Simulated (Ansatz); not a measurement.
## Computed properties of CoO

```
Co O
1.0
     0.00000    2.24956    2.24956
     2.24956    0.00000    2.24956
     2.24956    2.24956    0.00000
Co O
1 1
Direct
  0.00000 0.00000 0.00000
  0.25000 0.25000 0.25000
```

Atoms are numbered in the order listed.

The cell was built from the zincblende type and relaxed in the same program, and has space group F-43m; it needn't be a known or the stable phase.

Semilocal functionals without U often leave such compounds metallic or with too small a gap, and the real magnetic order may differ.

Other magnetic orders may lie lower; this is the state that the run reached.

Methods: DFT, PBE, all-electron LAPW, scalar-relativistic (Ansatz 0.2.0); DFT, PBE, PAW with Ansatz's default frozen-core files, scalar-relativistic (Ansatz 0.2.0); DFT, PBE, all-electron PAW with datasets made for the crystal, scalar-relativistic (Ansatz 0.2.0).

For LAPW: a Γ-centred 13×13×13 k mesh, Fermi–Dirac smearing of 0.05 eV, basis error target 0.5 meV/atom, spin-polarised from start moments Co1 2 μB. PAW takes a cutoff of 420 eV at this cell. The crystal-made all-electron datasets (AE datasets) take a cutoff of 460 eV at this cell. The Ansatz runs share mesh, smearing and spin set-up. Values come from LAPW unless marked.

| Property | Result |
| --- | --- |
| Band gap | none: bands cross the Fermi level, a metal |
| Moments in the spheres | Co1 2.35, O2 0.30 μB |
| Moment of the cell | 2.75 μB |
| Contact hyperfine fields (crystal-made datasets) | Co1 -11.8, O2 15.8 T, core polarisation included, positive along the moment of the spin-up electrons |
| Density of states at the Fermi level (0.2 eV bin) | 1.80 states/eV per cell |
| Volume per atom | 76.8 bohr³ |

(1) Pressure at this cell: what does the calculation give?

(2) Löwdin charges (with 0.15 e of the cell spilling out of the atomic basis, so their sizes and signs hang on that basis): what does the calculation give?

(3) Bader charges (from the PAW run): what does the calculation give?

Answers

(1) 0.21 GPa.

(2) Co1 1.08, O2 -0.93 e.

(3) Co1 +1.14, O2 -1.14 e.
